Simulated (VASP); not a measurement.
# InP (F-43m) in VASP: further runs

Runs on InP. Level: r2SCAN. Tasks: single point.

Everything below comes from runs of VASP 6.6.1. Logs are shortened: lines on timing, memory, paths and dates and some standing lists are left out, and cuts for length are marked.

**Measured values to compare with.**

From a printed reference work, data compilation, for a bulk crystal of InP at 1.6 K: band gap 1.4236 eV (direct).

The runs below are set against these values where they give the same quantity.

## Step 1: The cell of the first run

Symmetry: F-43m, No. 216, cubic system. Conventional cell: a = 5.907 Å, b = 5.907 Å, c = 5.907 Å, α = 90.00°, β = 90.00°, γ = 90.00°. In (site symmetry -43m) has 4 P at 2.56 Å within 3.4 Å. Within 3.4 Å of P (site symmetry -43m) lie 4 In at 2.56 Å.

## Step 2: Single point, r2SCAN

POSCAR reads:

```
InP
1.0
    0.0000000000      2.9535689173      2.9535689173
    2.9535689173      0.0000000000      2.9535689173
    2.9535689173      2.9535689173      0.0000000000
In P
1 1
Direct
    0.0000000000      0.0000000000      0.0000000000
    0.7500000000      0.7500000000      0.7500000000
```

INCAR.step1 reads:

```
SYSTEM = InP
ALGO = Normal ; EDIFF = 1E-4
ENCUT = 520 ; GGA = PE
ISMEAR = 0 ; LASPH = .TRUE.
LCHARG = .FALSE. ; LREAL = .FALSE.
LWAVE = .TRUE. ; NBANDS = 16
NELM = 80 ; PREC = Accurate
SIGMA = 0.02
```

INCAR.step2 reads:

```
SYSTEM = InP
ALGO = Normal ; EDIFF = 1E-6
ENCUT = 520 ; ISIF = 2
ISMEAR = 0 ; ISTART = 1
LASPH = .TRUE. ; LCHARG = .FALSE.
LMIXTAU = .TRUE. ; LREAL = .FALSE.
LWAVE = .FALSE. ; METAGGA = R2SCAN
NBANDS = 16 ; NELM = 80
PREC = Accurate ; SIGMA = 0.02
```

KPOINTS reads:

```
k-points
0
G
  8 8 8
  0 0 0
```

Potentials or basis: VASP PAW PBE potentials, release 64 (In_d, P).

On the command line:

```console
cat potpaw_PBE.64/In_d/POTCAR potpaw_PBE.64/P/POTCAR > POTCAR
cp INCAR.step1 INCAR
mpirun -np 1 vasp_std > vasp.out
cp INCAR.step2 INCAR
mpirun -np 1 vasp_std > vasp.out
```

OUTCAR:

```text
SYSTEM = InP
   EDIFF = 1E-6
   ENCUT = 520
   ISIF = 2
   ISMEAR = 0
   ISTART = 1
   LASPH = .TRUE.
   LREAL = .FALSE.
   METAGGA = R2SCAN
   NELM = 80
   PREC = Accurate

 ion  position               nearest neighbor table
   1  0.000  0.000  0.000-   2 2.56   2 2.56   2 2.56   2 2.56
   2  0.750  0.750  0.750-   1 2.56   1 2.56   1 2.56   1 2.56

  LATTYP: Found a face centered cubic cell.
 ALAT       =     5.9071378346

  Lattice vectors:

 A1 = (   0.0000000000,   2.9535689173,   2.9535689173)
 A2 = (   2.9535689173,   0.0000000000,   2.9535689173)
 A3 = (   2.9535689173,   2.9535689173,   0.0000000000)

Analysis of symmetry for initial positions (statically):
=====================================================================
 Subroutine PRICEL returns:
 Original cell was already a primitive cell.

 Routine SETGRP: Setting up the symmetry group for a
 face centered cubic supercell.

 Subroutine GETGRP returns: Found 24 space group operations
 (whereof 24 operations were pure point group operations)
 out of a pool of 48 trial point group operations.

The static configuration has the point symmetry T_d .

Analysis of symmetry for dynamics (positions and initial velocities):
=====================================================================
 Subroutine PRICEL returns:
 Original cell was already a primitive cell.

 Routine SETGRP: Setting up the symmetry group for a
 face centered cubic supercell.

 Subroutine GETGRP returns: Found 24 space group operations
 (whereof 24 operations were pure point group operations)
 out of a pool of 48 trial point group operations.

The dynamic configuration has the point symmetry T_d .

 Subroutine INISYM returns: Found 24 space group operations
 (whereof 24 operations are pure point group operations),
 and found     1 'primitive' translations

----------------------------------------------------------------------------------------

                                     Primitive cell

  volume of cell :      51.5313

  direct lattice vectors                    reciprocal lattice vectors
     0.000000000  2.953568917  2.953568917    -0.169286722  0.169286722  0.169286722
     2.953568917  0.000000000  2.953568917     0.169286722 -0.169286722  0.169286722
     2.953568917  2.953568917  0.000000000     0.169286722  0.169286722 -0.169286722

  length of vectors
     4.176977220  4.176977220  4.176977220     0.293213203  0.293213203  0.293213203
[... 80 lines left out ...]
   NELM   =     80;   NELMIN=  2; NELMDL=  0     # of ELM steps
   EDIFF  = 0.1E-05   stopping-criterion for ELM
   LREAL  =      F    real-space projection
   EDIFFG = 0.1E-04   stopping-criterion for IOM
   NSW    =      0    number of steps for IOM
   IBRION =     -1    ionic relax: 0-MD 1-quasi-New 2-CG
   NFREE  =      0    steps in history (QN), initial steepest desc. (CG)
   ISIF   =      2    stress and relaxation
   ISYM   =      2    0-nonsym 1-usesym 2-fastsym
   POTIM  = 0.5000    time-step for ionic-motion
   TEBEG  =    0.0;   TEEND  =   0.0 temperature during run
   PSTRESS=    0.0 pullay stress
   NELECT =      18.0000    total number of electrons
   NUPDOWN=      -1.0000    fix difference up-down
   EMIN   =  10.00;   EMAX   =-10.00  energy-range for DOS
   EFERMI =   0.00;   METHOD = LEGACY
   ISMEAR =     0;   SIGMA  =   0.02  broadening in eV -4-tet -1-fermi 0-gaus
   EFERMI_NEDOS =   21; number of points for ismear=-14 and -15
   IALGO  =     38    algorithm
   IMIX   =      4    mixing-type and parameters
     AMIX     =   0.40;   BMIX     =  1.00
     AMIX_MAG =   1.60;   BMIX_MAG =  1.00
  volume/ion in A,a.u.               =      25.77       173.88
  Fermi-wavevector in a.u.,A,eV,Ry     =   1.152945  2.178750 18.085979  1.329282
  Thomas-Fermi vector in A             =   2.289592
   LORBIT       =      0    0 simple, 1 ext, 2 COOP (PROOUT), +10 PAW based schemes
   METAGGA = R2SCAN    functional components
   LHFCALC =     F    Hartree Fock is set to
   AEXX    =    0.0000 exact exchange contribution
   IVDW    =     0    specifies the selected vdW correction
   LEPSILON=     F    determine dielectric tensor
   LRPA    =     F    only Hartree local field effects (RPA)
 non-spin polarized calculation
 Gauss-broadening in eV      SIGMA  =   0.02
  energy-cutoff  :      520.00
  volume of cell :       51.53
 maximum number of plane-waves:      1411
   NGX = 15   NGY = 15   NGZ = 15

 number of electron      18.0000009 magnetization

 Free energy of the ion-electron system (eV)
  ---------------------------------------------------
  ext. energy  EPLUGINS =         0.00000000
  ---------------------------------------------------
  free energy    TOTEN  =       -32.29735241 eV

  energy without entropy =      -32.29735241  energy(sigma->0) =      -32.29735241

 E-fermi :   4.8514     XC(G=0):  -9.7716

 val. band max:        4.7562740814   @ k =   0.0000   0.0000   0.0000
 cond. band min:       5.7876216311   @ k =   0.0000   0.0000   0.0000
 fundamental gap:      1.0313475497
 Fermi energy:         4.8514123708

 k-point     1 :       0.0000    0.0000    0.0000
  band No.  band energies     occupation
      1      -9.8558      2.00000
      2      -9.8557      2.00000
      3      -9.8557      2.00000
      4      -9.6890      2.00000
      5      -9.6890      2.00000
      6      -7.0804      2.00000
[... 433 lines left out ...]
      3      -9.7861      2.00000
      4      -9.6946      2.00000
      5      -9.6765      2.00000
      6      -5.0368      2.00000
[... 8 lines left out ...]
     15      15.9811      0.00000
     16      16.6369      0.00000

 [... further k-points ...]

------------------------ aborting loop because EDIFF is reached ----------------------------------------

  FORCE on cell =-STRESS in cart. coord.  units (eV):
  Direction    XX          YY          ZZ          XY          YZ          ZX
  --------------------------------------------------------------------------------------
  -------------------------------------------------------------------------------------
  Total       -0.0355817     -0.0355817     -0.0355817     -0.0000000      0.0000000      0.0000000
  in kB       -1.1062808     -1.1062808     -1.1062808     -0.0000000      0.0000000      0.0000000
  external PRESSURE =      -1.1062808 kB  Pullay stress =       0.0000000 kB

 VOLUME and BASIS-vectors are now :
 -----------------------------------------------------------------------------
  energy-cutoff  :      520.00
  volume of cell :       51.53
      direct lattice vectors                 reciprocal lattice vectors
     0.000000000  2.953568917  2.953568917    -0.169286722  0.169286722  0.169286722
     2.953568917  0.000000000  2.953568917     0.169286722 -0.169286722  0.169286722
     2.953568917  2.953568917  0.000000000     0.169286722  0.169286722 -0.169286722

 POSITION                                       TOTAL-FORCE (eV/Angst)
 -----------------------------------------------------------------------------------
      0.00000      0.00000      0.00000         0.000000      0.000000     -0.000000
      4.43035      4.43035      4.43035         0.000000     -0.000000      0.000000
 -----------------------------------------------------------------------------------
    total drift:                                0.000002      0.000002      0.000002

  FREE ENERGIE OF THE ION-ELECTRON SYSTEM (eV)
  ---------------------------------------------------
  free  energy   TOTEN  =       -32.2973524059 eV

  energy  without entropy=      -32.2973524059  energy(sigma->0) =      -32.29735241
```

OUTCAR.step1:

```text
SYSTEM = InP
   EDIFF = 1E-4
   ENCUT = 520
   GGA = PE
   ISMEAR = 0
   LASPH = .TRUE.
   LREAL = .FALSE.
[... 676 lines left out ...]
      0.00000      0.00000      0.00000        -0.000000      0.000000      0.000000
      4.43035      4.43035      4.43035         0.000000     -0.000000     -0.000000
 -----------------------------------------------------------------------------------
    total drift:                                0.000000      0.000000      0.000000

  FREE ENERGIE OF THE ION-ELECTRON SYSTEM (eV)
  ---------------------------------------------------
  free  energy   TOTEN  =        -8.3992777451 eV

  energy  without entropy=       -8.3992777451  energy(sigma->0) =       -8.39927775
```

OSZICAR.step1:

```text
N       E                     dE             d eps       ncg     rms          rms(c)
DAV:   1     0.115538365198E+03    0.11554E+03   -0.83799E+03   928   0.125E+03
DAV:   2    -0.877391803813E+00   -0.11642E+03   -0.11135E+03  1040   0.306E+02
DAV:   3    -0.858758569343E+01   -0.77102E+01   -0.76760E+01  1176   0.757E+01
DAV:   4    -0.880005985434E+01   -0.21247E+00   -0.21238E+00  1176   0.139E+01
DAV:   5    -0.881140204288E+01   -0.11342E-01   -0.11342E-01  1416   0.278E+00    0.546E+00
DAV:   6    -0.842481539402E+01    0.38659E+00   -0.61845E-01  1488   0.125E+01    0.329E+00
DAV:   7    -0.839791577059E+01    0.26900E-01   -0.15535E-01  1328   0.306E+00    0.124E+00
DAV:   8    -0.839842451379E+01   -0.50874E-03   -0.14803E-02  1168   0.142E+00    0.296E-01
DAV:   9    -0.839905600381E+01   -0.63149E-03   -0.12913E-03  1184   0.392E-01    0.147E-01
DAV:  10    -0.839920044072E+01   -0.14444E-03   -0.21315E-04  1104   0.188E-01    0.832E-02
DAV:  11    -0.839927774511E+01   -0.77304E-04   -0.14699E-04  1072   0.115E-01
   1 F= -.83992777E+01 E0= -.83992777E+01  d E =-.529101E-25
```

Wall time 2 min (1 thread of AMD EPYC 7R43 (Zen 3), shared host); peak memory 0.15 GiB.

What came out:

```yaml
Free_energy: -32.2974 eV
Pressure: -0.1 GPa
Band_gap_on_the_k_mesh: 1.03 eV, direct
```

Caveat: the PAW data sets were made with another functional, which shifts forces and pressure a little; spin-orbit coupling is left out, which moves the levels of the heavy elements.

## Step 3: Single point, r2SCAN

POSCAR is that of step 2.

INCAR.step1 reads:

```
SYSTEM = InP
  ALGO = Normal
  EDIFF = 1E-4
  ENCUT = 520
  GGA = PE
  ISMEAR = 0
  LASPH = .TRUE.
  LCHARG = .FALSE.
  LREAL = .FALSE.
  LWAVE = .TRUE.
  NBANDS = 16
  NELM = 100
  PREC = Accurate
  SIGMA = 0.05
```

INCAR.step2 reads:

```
SYSTEM = InP
  ALGO = Normal
  EDIFF = 1E-7
  ENCUT = 520
  ISIF = 2
  ISMEAR = 0
  ISTART = 1
  LASPH = .TRUE.
  LCHARG = .FALSE.
  LMIXTAU = .TRUE.
  LREAL = .FALSE.
  LWAVE = .FALSE.
  METAGGA = R2SCAN
  NBANDS = 16
  NELM = 100
  PREC = Accurate
  SIGMA = 0.05
```

KPOINTS is that of step 2.

Potentials or basis: VASP PAW PBE potentials, release 64 (In_d, P).

On the command line:

```console
cat potpaw_PBE.64/In_d/POTCAR potpaw_PBE.64/P/POTCAR > POTCAR
cp INCAR.step1 INCAR
mpirun -np 1 vasp_std > vasp.out
cp INCAR.step2 INCAR
mpirun -np 1 vasp_std > vasp.out
```

OUTCAR:

```text
SYSTEM = InP
   EDIFF = 1E-7
   ENCUT = 520
   ISIF = 2
   ISMEAR = 0
   ISTART = 1
   LASPH = .TRUE.
   LREAL = .FALSE.
   METAGGA = R2SCAN
   NELM = 100
   PREC = Accurate

 ion  position               nearest neighbor table
   1  0.000  0.000  0.000-   2 2.56   2 2.56   2 2.56   2 2.56
   2  0.750  0.750  0.750-   1 2.56   1 2.56   1 2.56   1 2.56

  LATTYP: Found a face centered cubic cell.
 ALAT       =     5.9071378346

  Lattice vectors:

 A1 = (   0.0000000000,   2.9535689173,   2.9535689173)
 A2 = (   2.9535689173,   0.0000000000,   2.9535689173)
 A3 = (   2.9535689173,   2.9535689173,   0.0000000000)
[... 625 lines left out ...]
      5      -9.6765      2.00000
      6      -5.0368      2.00000
[... 8 lines left out ...]
     15      15.9811      0.00000
     16      16.6369      0.00000

 [... further k-points ...]
[... 5 lines left out ...]
  --------------------------------------------------------------------------------------
  -------------------------------------------------------------------------------------
  Total       -0.0360260     -0.0360260     -0.0360260      0.0000000      0.0000000      0.0000000
  in kB       -1.1200960     -1.1200960     -1.1200960      0.0000000      0.0000000      0.0000000
  external PRESSURE =      -1.1200960 kB  Pullay stress =       0.0000000 kB

 VOLUME and BASIS-vectors are now :
 -----------------------------------------------------------------------------
  energy-cutoff  :      520.00
  volume of cell :       51.53
      direct lattice vectors                 reciprocal lattice vectors
     0.000000000  2.953568917  2.953568917    -0.169286722  0.169286722  0.169286722
     2.953568917  0.000000000  2.953568917     0.169286722 -0.169286722  0.169286722
     2.953568917  2.953568917  0.000000000     0.169286722  0.169286722 -0.169286722

 POSITION                                       TOTAL-FORCE (eV/Angst)
 -----------------------------------------------------------------------------------
      0.00000      0.00000      0.00000        -0.000000     -0.000000     -0.000000
      4.43035      4.43035      4.43035         0.000000      0.000000      0.000000
 -----------------------------------------------------------------------------------
    total drift:                                0.000002      0.000002      0.000002

  FREE ENERGIE OF THE ION-ELECTRON SYSTEM (eV)
  ---------------------------------------------------
  free  energy   TOTEN  =       -32.2973524123 eV

  energy  without entropy=      -32.2973524123  energy(sigma->0) =      -32.29735241
```

OUTCAR.step1:

```text
SYSTEM = InP
   EDIFF = 1E-4
   ENCUT = 520
   GGA = PE
   ISMEAR = 0
   LASPH = .TRUE.
   LREAL = .FALSE.
[... 676 lines left out ...]
      0.00000      0.00000      0.00000        -0.000000     -0.000000     -0.000000
      4.43035      4.43035      4.43035         0.000000      0.000000      0.000000
 -----------------------------------------------------------------------------------
    total drift:                                0.000000      0.000000      0.000000

  FREE ENERGIE OF THE ION-ELECTRON SYSTEM (eV)
  ---------------------------------------------------
  free  energy   TOTEN  =        -8.3992777451 eV

  energy  without entropy=       -8.3992777451  energy(sigma->0) =       -8.39927775
```

Run time: 1.9 min. Hardware: 1 thread of AMD EPYC 7R43 (Zen 3), shared host; peak memory 0.15 GiB.

Results:

```
Free energy            : -32.2974 eV
Pressure               : -0.1 GPa
Band gap on the k mesh : 1.03 eV, direct
```

Caveat: the PAW data sets were made with another functional, which shifts forces and pressure a little; spin-orbit coupling is left out, which moves the levels of the heavy elements.

(Continued in part 2 of 2.)
